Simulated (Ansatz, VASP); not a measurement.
## C: VASP beside Ansatz

```xyz
2
Lattice="2.0542 -1.1860 -0.0117 2.0542 1.1860 -0.0117 -1.3556 0.0000 2.4278" Properties=species:S:1:pos:R:3 pbc="T T T"
C     3.4238    0.0000    0.0026
C    -0.6710    0.0000    2.4018
```

Alike in both runs: functional LDA; k mesh 18 × 18 × 18; occupations gaussian, width 0.02 eV; no spin polarisation.

Ansatz relaxed the structure, and its values are those at the end. VASP's run is a single point on that final structure, the one shown.

|  | VASP | Ansatz |
| --- | --- | --- |
| version | VASP 6.6.1 | Ansatz 0.2.0 |
| potentials or method | VASP PAW LDA potentials, release 64 (C) | scalar-relativistic, plane waves, PAW |
| plane-wave cutoff (eV) | 520 | 420 |
| valence electrons in the cell | 8 | 8 |

|  | VASP | Ansatz | Ansatz less VASP |
| --- | --- | --- | --- |
| gap on the k mesh at the Fermi level (eV) | 0.03 | 0.03 | +0.001 |
| least direct gap on the mesh (eV) | 0.05 | 0.05 | -0.004 |
| rms of the force components (eV/Å) | 0.003 | 0.001 | -0.0020 |
